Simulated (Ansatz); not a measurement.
# Titanium, hcp under PBE: how the k-point mesh moves the result, part 2 of 2

Aim: find which k-point mesh is enough for energy and pressure. The geometry was relaxed under PBE beforehand and stays fixed; 8 values are run, from 2×2×1 to 18×18×10. Wanted are the values from which on the energy stays within 10 and 1 meV/atom, and the pressure within 0.5 GPa, of the last run. Within the series other settings stay. Spin polarisation is left out.

Ansatz 0.2.0; DFT PBE, plane waves with PAW, scalar-relativistic. Earlier steps stand in the parts before.

### Step 7. Run at 10×10×6

The run at 10×10×6.

input.yaml reads:

```yaml
crystal:
  lattice:
    - [2.9390756844, 0.0, 0.0]
    - [-1.4695378422, 2.5453142064, 0.0]
    - [0.0, 0.0, 4.6559893251]
  atoms:
    - { symbol: Ti, position: [0.3333333333, 0.6666666667, 0.25] }
    - { symbol: Ti, position: [0.6666666667, 0.3333333333, 0.75] }
hamiltonian:
  xc: pbe
  pseudopotentials:
    kind: paw
    azcp:
      Ti: "pseudopotentials/Ti.paw.azcp"
basis:
  ecutwfc: 420
  fft_grid_basis: typed
kpoints:
  mp_grid: { grid: [10, 10, 6], shift: [0, 0, 0] }
magnetization:
  spin_polarized: false
scf:
  occupations: { method: fermi_dirac, width: 0.1 }
  lower_state_search: "off"
output:
  stress: true
```

Started as:

```sh
> ansatz run input.yaml --threads 1 --pin off --max-ram 3584MiB --backend cpu --events-out ev --progress --plain --runs-dir out
```

What it wrote:

```text
Engine: ansatz 0.2.0, x86_64-unknown-linux-gnu
Pseudopotentials: kind: paw
Pseudopotential: Ti, paw, valence charge 12, recommended cutoff 420 eV (normal), <dir>
Functional definition: PBE
  parameter kappa = 0.804
  parameter beta = 0.06672455060314922
  exchange = pbe_x(kappa = kappa, mu = beta*pi^2/3)
  correlation = pbe_c(beta = beta)
Crystal: 2 atoms, lattice volume = 34.831 Å³
Basis set: ecut = 420 eV, 687 PW (Γ)
Bands: 16, of which v1, the nominal top of the filled ones, is band 12 counted from 1 (11 counted from 0)
Symmetry: 24 space group operations
Space group: P63/mmc (ITA 194), of the structure as read, at distance tolerance 3.3e-5 Å
k-points: 56 of 600
Non-local potential: Ti, projectors of the file, l = 0: 3, l = 1: 2, l = 2: 3, l = 3: 1
PAW form: soft (Blöchl's): semilocal exchange-correlation on the pseudo side does not see the compensation charge
PAW one-centre angular grid: Ti, 590 points (default); XC on 64 Gauss nodes
Initial density: superposition of atomic densities (neutral atoms: chi_scale 0, normalization atom), corrected by the library's trained network
Initial wavefunctions: pseudopotential atomic-orbital guess
Functional: x = pbe(κ = 0.804, μ = 0.2195149727645171), c = pbe(β = 0.06672455060314922)
SCF iter   1: F=—  HF=-4999.369698 eV  |F-HF|=—  |Δ(HF+E_count)|=         —  Δρ=4.16e-3  dr2=2.68e-3  ethr=1.77e-3  ⟨swp⟩=4.5  Hψ=8244  notcnv=0
automatic band count: the SCF goes on with 20 bands, as 16 were too few: the levels above may hold too much charge
preconditioner: auto → none  [metal: Δε(μ)=0.040 eV  Ē_g=4.122 eV  σ=0.100 eV  W_gap=0.10  n_scr=8 (ndim 8)  ℏωp=17.8 eV  f_vac=0.000  D(μ)=2.28/eV (n_scr^D=22)  sad-step TF]
SCF iter   2: F=—  HF=-4999.369084 eV  |F-HF|=—  |Δ(HF+E_count)|=   6.13e-4  Δρ=2.20e-3  dr2=8.83e-4  ethr=1.12e-5  ⟨swp⟩=1.0  Hψ=1568  notcnv=0
SCF iter   3: F=—  HF=-4999.369266 eV  |F-HF|=—  |Δ(HF+E_count)|=   1.82e-4  Δρ=2.40e-4  dr2=8.83e-6  ethr=3.68e-6  ⟨swp⟩=2.3  Hψ=1452  notcnv=0
SCF iter   4: F=—  HF=-4999.369266 eV  |F-HF|=—  |Δ(HF+E_count)|=   4.13e-7  Δρ=5.41e-5  dr2=7.47e-7  ethr=3.68e-8  ⟨swp⟩=2.4  Hψ=1830  notcnv=0
iter 5 did not close the SCF: its close was put off for the readings that it lacked (scf_convergence_deferred on its scf_iter line)
SCF iter   5: F=-4999.369266 eV  HF=-4999.369266 eV  |F-HF|=3.69e-9  |Δ(HF+E_count)|=   3.36e-8  Δρ=5.86e-6  dr2=5.25e-9  ethr=3.11e-9  ⟨swp⟩=3.0  Hψ=2028  notcnv=0
SCF iter   6: F=-4999.369266 eV  HF=-4999.369266 eV  |F-HF|=4.55e-12  |Δ(HF+E_count)|=   4.19e-9  Δρ=3.83e-7  dr2=2.81e-11  ethr=2.19e-11  ⟨swp⟩=2.0  Hψ=3021  notcnv=0
SCF 1 converged in 6 iterations: F = -4999.369266 eV  dr2 = 2.81e-11
SCF converged after 6 iterations
Free energy (F): -4999.369266 eV
Harris-Foulkes:  -4999.369266 eV  (|F-HF|=4.55e-12)
Internal energy: -4999.291010 eV  (E = F + TS)
E sigma→0 (E₀):  -4999.330138 eV
Entropy (-TS):   -0.078255 eV (-39.128 meV/atom)
Fermi energy:    13.318183 eV
--- Per-component energies (eV) ---
  E_band       = -315.835041
  E_kinetic    = 544.641201
  E_local      = -1628.763024  (includes V_loc(G=0)·N_el)
  E_nonlocal   = 16.107815
  E_hartree    = 668.840720
  E_xc         = -194.893318
  E_vxc        = -243.817156  (∫ρ·V_xc dr)
  E_paw        = -2095.118958  (= ΣΔE_a)
  E_vpaw       = -341.685363  (= ΣTr[D̂ρ^β])
  E_aug_tail   = 0.000232  (compensation charges beyond the density's cutoff)
  E_ewald      = -2310.105678
  E_smearing   = -0.078255  (= −TS)
  E_closure    = 0.000000  (closes the sum)
  Σ components = -4999.369266   (vs F -4999.369266, Δ=0.00e0)
--- Stress (GPa, compression-positive) ---
        0.063984       0.000000       0.000000
        0.000000       0.063984       0.000000
        0.000000       0.000000      -0.085074
  P = ⅓ Tr σ = 0.0143 GPa (0.143 kbar)
```

Wall time 2.8 s (1 thread of Intel Xeon Platinum 8259CL at 2.50GHz (Skylake/Cascade Lake), shared host); peak memory 0.51 GiB.

### Step 8. Run at 13×13×7

The run at 13×13×7.

input.yaml, as its differences from that of step 7:

```diff
@@ -18,3 +18,3 @@
 kpoints:
-  mp_grid: { grid: [10, 10, 6], shift: [0, 0, 0] }
+  mp_grid: { grid: [13, 13, 7], shift: [0, 0, 0] }
 magnetization:
```

Started as:

```sh
> ansatz run input.yaml --threads 1 --pin off --max-ram 3584MiB --backend cpu --events-out ev --progress --plain --runs-dir out
```

What it wrote:

```text
Engine: ansatz 0.2.0, x86_64-unknown-linux-gnu
Pseudopotentials: kind: paw
Pseudopotential: Ti, paw, valence charge 12, recommended cutoff 420 eV (normal), <dir>
Functional definition: PBE
  parameter kappa = 0.804
  parameter beta = 0.06672455060314922
  exchange = pbe_x(kappa = kappa, mu = beta*pi^2/3)
  correlation = pbe_c(beta = beta)
Crystal: 2 atoms, lattice volume = 34.831 Å³
Basis set: ecut = 420 eV, 687 PW (Γ)
Bands: 16, of which v1, the nominal top of the filled ones, is band 12 counted from 1 (11 counted from 0)
Symmetry: 24 space group operations
Space group: P63/mmc (ITA 194), of the structure as read, at distance tolerance 3.3e-5 Å
k-points: 84 of 1183
Non-local potential: Ti, projectors of the file, l = 0: 3, l = 1: 2, l = 2: 3, l = 3: 1
PAW form: soft (Blöchl's): semilocal exchange-correlation on the pseudo side does not see the compensation charge
PAW one-centre angular grid: Ti, 590 points (default); XC on 64 Gauss nodes
Initial density: superposition of atomic densities (neutral atoms: chi_scale 0, normalization atom), corrected by the library's trained network
Initial wavefunctions: pseudopotential atomic-orbital guess
Functional: x = pbe(κ = 0.804, μ = 0.2195149727645171), c = pbe(β = 0.06672455060314922)
SCF iter   1: F=—  HF=-4999.369936 eV  |F-HF|=—  |Δ(HF+E_count)|=         —  Δρ=4.19e-3  dr2=2.77e-3  ethr=1.77e-3  ⟨swp⟩=3.6  Hψ=5381  notcnv=0
preconditioner: auto → none  [metal: Δε(μ)=0.025 eV  Ē_g=2.835 eV  σ=0.100 eV  W_gap=0.06  n_scr=8 (ndim 8)  ℏωp=17.8 eV  f_vac=0.000  D(μ)=2.20/eV (n_scr^D=22)  sad-step TF]
SCF iter   2: F=—  HF=-4999.369358 eV  |F-HF|=—  |Δ(HF+E_count)|=   5.78e-4  Δρ=2.15e-3  dr2=7.93e-4  ethr=1.16e-5  ⟨swp⟩=1.0  Hψ=2016  notcnv=0
SCF iter   3: F=—  HF=-4999.369565 eV  |F-HF|=—  |Δ(HF+E_count)|=   2.07e-4  Δρ=2.60e-4  dr2=1.00e-5  ethr=3.30e-6  ⟨swp⟩=2.4  Hψ=1951  notcnv=0
SCF iter   4: F=—  HF=-4999.369571 eV  |F-HF|=—  |Δ(HF+E_count)|=   5.93e-6  Δρ=5.76e-5  dr2=9.68e-7  ethr=4.18e-8  ⟨swp⟩=2.7  Hψ=2485  notcnv=0
iter 5 did not close the SCF: its close was put off for the readings that it lacked (scf_convergence_deferred on its scf_iter line)
SCF iter   5: F=-4999.369571 eV  HF=-4999.369571 eV  |F-HF|=6.49e-9  |Δ(HF+E_count)|=   2.82e-7  Δρ=9.60e-6  dr2=2.40e-8  ethr=4.03e-9  ⟨swp⟩=2.2  Hψ=2223  notcnv=0
SCF iter   6: F=-4999.369571 eV  HF=-4999.369571 eV  |F-HF|=6.55e-11  |Δ(HF+E_count)|=   1.49e-9  Δρ=7.74e-7  dr2=1.01e-10  ethr=9.98e-11  ⟨swp⟩=1.7  Hψ=4218  notcnv=0
SCF 1 converged in 6 iterations: F = -4999.369571 eV  dr2 = 1.01e-10
SCF converged after 6 iterations
Free energy (F): -4999.369571 eV
Harris-Foulkes:  -4999.369571 eV  (|F-HF|=6.55e-11)
Internal energy: -4999.292440 eV  (E = F + TS)
E sigma→0 (E₀):  -4999.331005 eV
Entropy (-TS):   -0.077131 eV (-38.566 meV/atom)
Fermi energy:    13.319610 eV
--- Per-component energies (eV) ---
  E_band       = -315.834894
  E_kinetic    = 544.640667
  E_local      = -1628.765479  (includes V_loc(G=0)·N_el)
  E_nonlocal   = 16.107754
  E_hartree    = 668.842788
  E_xc         = -194.893675
  E_vxc        = -243.817619  (∫ρ·V_xc dr)
  E_paw        = -2095.119049  (= ΣΔE_a)
  E_vpaw       = -341.685652  (= ΣTr[D̂ρ^β])
  E_aug_tail   = 0.000232  (compensation charges beyond the density's cutoff)
  E_ewald      = -2310.105678
  E_smearing   = -0.077131  (= −TS)
  E_closure    = 0.000000  (closes the sum)
  Σ components = -4999.369571   (vs F -4999.369571, Δ=0.00e0)
--- Stress (GPa, compression-positive) ---
        0.013058       0.000000       0.000000
        0.000000       0.013058       0.000000
        0.000000       0.000000      -0.011048
  P = ⅓ Tr σ = 0.0050 GPa (0.050 kbar)
```

Wall time 3.6 s (1 thread of Intel Xeon Platinum 8259CL at 2.50GHz (Skylake/Cascade Lake), shared host); peak memory 0.52 GiB.

### Step 9. Run at 18×18×10

The run at 18×18×10.

input.yaml, as its differences from that of step 8:

```diff
@@ -18,3 +18,3 @@
 kpoints:
-  mp_grid: { grid: [13, 13, 7], shift: [0, 0, 0] }
+  mp_grid: { grid: [18, 18, 10], shift: [0, 0, 0] }
 magnetization:
```

Started as:

```sh
> ansatz run input.yaml --threads 1 --pin off --max-ram 3584MiB --backend cpu --events-out ev --progress --plain --runs-dir out
```

What it wrote:

```text
Engine: ansatz 0.2.0, x86_64-unknown-linux-gnu
Pseudopotentials: kind: paw
Pseudopotential: Ti, paw, valence charge 12, recommended cutoff 420 eV (normal), <dir>
Functional definition: PBE
  parameter kappa = 0.804
  parameter beta = 0.06672455060314922
  exchange = pbe_x(kappa = kappa, mu = beta*pi^2/3)
  correlation = pbe_c(beta = beta)
Crystal: 2 atoms, lattice volume = 34.831 Å³
Basis set: ecut = 420 eV, 687 PW (Γ)
Bands: 16, of which v1, the nominal top of the filled ones, is band 12 counted from 1 (11 counted from 0)
Symmetry: 24 space group operations
Space group: P63/mmc (ITA 194), of the structure as read, at distance tolerance 3.3e-5 Å
k-points: 222 of 3240
Non-local potential: Ti, projectors of the file, l = 0: 3, l = 1: 2, l = 2: 3, l = 3: 1
PAW form: soft (Blöchl's): semilocal exchange-correlation on the pseudo side does not see the compensation charge
PAW one-centre angular grid: Ti, 590 points (default); XC on 64 Gauss nodes
Initial density: superposition of atomic densities (neutral atoms: chi_scale 0, normalization atom), corrected by the library's trained network
Initial wavefunctions: pseudopotential atomic-orbital guess
Functional: x = pbe(κ = 0.804, μ = 0.2195149727645171), c = pbe(β = 0.06672455060314922)
SCF iter   1: F=—  HF=-4999.370078 eV  |F-HF|=—  |Δ(HF+E_count)|=         —  Δρ=4.16e-3  dr2=2.68e-3  ethr=1.77e-3  ⟨swp⟩=4.4  Hψ=33010  notcnv=0
automatic band count: the SCF goes on with 20 bands, as 16 were too few: the levels above may hold too much charge
preconditioner: auto → none  [metal: Δε(μ)=0.024 eV  Ē_g=4.129 eV  σ=0.100 eV  W_gap=0.06  n_scr=8 (ndim 8)  ℏωp=17.8 eV  f_vac=0.000  D(μ)=2.19/eV (n_scr^D=22)  sad-step TF]
SCF iter   2: F=—  HF=-4999.369534 eV  |F-HF|=—  |Δ(HF+E_count)|=   5.44e-4  Δρ=2.20e-3  dr2=8.79e-4  ethr=1.12e-5  ⟨swp⟩=1.0  Hψ=6216  notcnv=0
SCF iter   3: F=—  HF=-4999.369717 eV  |F-HF|=—  |Δ(HF+E_count)|=   1.83e-4  Δρ=2.49e-4  dr2=9.65e-6  ethr=3.66e-6  ⟨swp⟩=2.3  Hψ=5833  notcnv=0
SCF iter   4: F=—  HF=-4999.369722 eV  |F-HF|=—  |Δ(HF+E_count)|=   4.69e-6  Δρ=5.67e-5  dr2=8.03e-7  ethr=4.02e-8  ⟨swp⟩=2.4  Hψ=7206  notcnv=0
iter 5 did not close the SCF: its close was put off for the readings that it lacked (scf_convergence_deferred on its scf_iter line)
SCF iter   5: F=-4999.369722 eV  HF=-4999.369722 eV  |F-HF|=4.18e-9  |Δ(HF+E_count)|=   1.88e-8  Δρ=5.89e-6  dr2=5.19e-9  ethr=3.35e-9  ⟨swp⟩=3.0  Hψ=8085  notcnv=0
SCF iter   6: F=-4999.369722 eV  HF=-4999.369722 eV  |F-HF|=5.46e-12  |Δ(HF+E_count)|=   4.60e-9  Δρ=3.70e-7  dr2=2.69e-11  ethr=2.16e-11  ⟨swp⟩=2.0  Hψ=11873  notcnv=0
SCF 1 converged in 6 iterations: F = -4999.369722 eV  dr2 = 2.69e-11
SCF converged after 6 iterations
Free energy (F): -4999.369722 eV
Harris-Foulkes:  -4999.369722 eV  (|F-HF|=5.46e-12)
Internal energy: -4999.292893 eV  (E = F + TS)
E sigma→0 (E₀):  -4999.331308 eV
Entropy (-TS):   -0.076829 eV (-38.415 meV/atom)
Fermi energy:    13.319435 eV
--- Per-component energies (eV) ---
  E_band       = -315.834341
  E_kinetic    = 544.640763
  E_local      = -1628.767522  (includes V_loc(G=0)·N_el)
  E_nonlocal   = 16.108222
  E_hartree    = 668.844092
  E_xc         = -194.893645
  E_vxc        = -243.817592  (∫ρ·V_xc dr)
  E_paw        = -2095.119357  (= ΣΔE_a)
  E_vpaw       = -341.686415  (= ΣTr[D̂ρ^β])
  E_aug_tail   = 0.000232  (compensation charges beyond the density's cutoff)
  E_ewald      = -2310.105678
  E_smearing   = -0.076829  (= −TS)
  E_closure    = 0.000000  (closes the sum)
  Σ components = -4999.369722   (vs F -4999.369722, Δ=0.00e0)
--- Stress (GPa, compression-positive) ---
        0.019785       0.000000       0.000000
        0.000000       0.019785       0.000000
        0.000000       0.000000      -0.035693
  P = ⅓ Tr σ = 0.0013 GPa (0.013 kbar)
```

Run time: 10 s. Hardware: 1 thread of Intel Xeon Platinum 8259CL at 2.50GHz (Skylake/Cascade Lake), shared host; peak memory 0.59 GiB.

### Step 10. All values side by side

Energies count from the run at 18×18×10.

```tsv
k-mesh	k-points	E(σ → 0) (meV/atom)	P (GPa)	SCF cycles	CPU time
2×2×1	2	-350.61	-6.14	6	0.54 s
3×3×2	6	-37.74	-1.25	6	0.65 s
4×4×3	8	13.15	0.44	6	0.67 s
6×6×4	21	4.75	0.02	6	1 s
8×8×4	30	-6.19	-0.15	6	1.6 s
10×10×6	56	0.58	0.01	6	2.8 s
13×13×7	84	0.15	0.01	6	3.6 s
18×18×10	222	0.00	0.00	6	10 s
```

### Step 11. Results

The summary covers parts 1 to 2.

```
                                           quantity                       value
      E(σ → 0) stays within 10 meV/atom of 18×18×10               from 6×6×4 on
                   E(σ → 0) stays within 1 meV/atom             from 10×10×6 on
                      pressure stays within 0.5 GPa               from 4×4×3 on
                               pressure at 18×18×10                    0.00 GPa
                    CPU time, dearest over cheapest                          19
energy of a separate run on a finer mesh (20×20×11)  0.0 meV/atom from 18×18×10
```

In words: At 2×2×1 the energy differs by -350.6 meV/atom and the pressure by -6.1 GPa. The error changes sign along the series: k-point sums are not variational. 1 meV/atom needs 10×10×6. A Fermi surface needs many points. A run on a finer mesh agrees with the yardstick to 1 meV/atom.
